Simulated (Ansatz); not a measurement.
**How settings move the results for Yb**

```xyz
1
Lattice="0.0000 2.7246 2.7246 2.7246 0.0000 2.7246 2.7246 2.7246 0.0000" Properties=species:S:1:pos:R:3 pbc="T T T"
Yb    0.0000    0.0000    0.0000
```

The cell is the one relaxed in the Materials Project (mp-162), not relaxed further here; entries there can be hypothetical.

Semilocal functionals without a Hubbard term describe localised f shells poorly; where the shell is localised, the real material differs.

Spin–orbit coupling is left out, though it moves levels of the heavy atoms by tenths of an eV or more.

These are results of Ansatz 0.2.0, DFT, PBEsol, all-electron LAPW, scalar-relativistic, not measurements.

Numerical set-up: a Γ-centred 12×12×12 k mesh, Fermi–Dirac smearing of 0.03 eV, basis error target 1 meV/atom, no spin polarisation. One setting is then changed at a time.

```csv
basis error target (meV/atom),free energy less the base's (meV/atom),P (GPa),cutoff chosen (eV)
1 (base),0.0,-3.16,173
3,0.0,-3.16,154
10,0.1,-3.16,134
30,0.3,-3.16,117
0.1,0.0,-3.16,216
```
